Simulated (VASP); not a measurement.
## CdSe (Cadmoselite) under changes of volume

One of the cells (28.665 Å³/atom); the others are scaled copies at fixed shape and fractional positions:

```
Cd Se
1.0
     4.32848    0.00000    0.00000
    -2.16424    3.74857    0.00000
     0.00000    0.00000    7.06649
Cd Se
2 2
Direct
  0.66667 0.33333 0.50000
  0.33333 0.66667 0.00000
  0.66667 0.33333 0.88500
  0.33333 0.66667 0.38500
```

| Item | Value |
| --- | --- |
| Program | VASP 6.6.1 |
| Functional | PBEsol |
| Potentials or basis | VASP PAW PBE potentials, release 64 (Cd, Se) |
| Cutoff | 520 eV |
| k mesh | 7 × 7 × 4 |
| Occupations | fermi-dirac, width 0.05 eV |
| Spin | no spin polarisation |

```tsv
volume (Å³/atom)	energy over the lowest point (meV/atom)	pressure (GPa)	gap on the mesh (eV)	largest force (eV/Å)
26.416	24.43	4.4	0.71	0.344
26.978	?	?	?	?
27.540	3.69	1.6	0.62	0.296
28.665	0.00	-0.5	0.54	0.254
29.227	3.43	-1.4	0.50	0.236
29.789	9.89	-2.2	0.46	0.218
```

Problem. What does the run at 26.978 Å³/atom give?

Solution. Energy over the lowest point 11.69 meV/atom; pressure 2.9 GPa; gap on the mesh 0.66 eV; largest force 0.319 eV/Å.

Worked out: A Birch-Murnaghan fit of order 3 (a polynomial in V^(-2/3)) to the other rows has its minimum at 28.37 Å³/atom with B0 = V·E''(V) = 52 GPa and B' = 4.7 at fixed shape and positions, which overstates the stiffness. It gives 11.68 meV/atom at 26.978 Å³/atom, against the run's 11.69, and -dE/dV = 2.9 GPa, against 2.9. A straight line through the other rows of the gap, of slope -2.07 eV per unit of ln V (its deformation potential), gives 0.67 eV, against the run's 0.66.

Energies are extrapolated to zero smearing.

Caveats: the PAW data sets were made with another functional, which shifts forces and pressure a little.

Spin-orbit coupling on Cd, Se is left out.
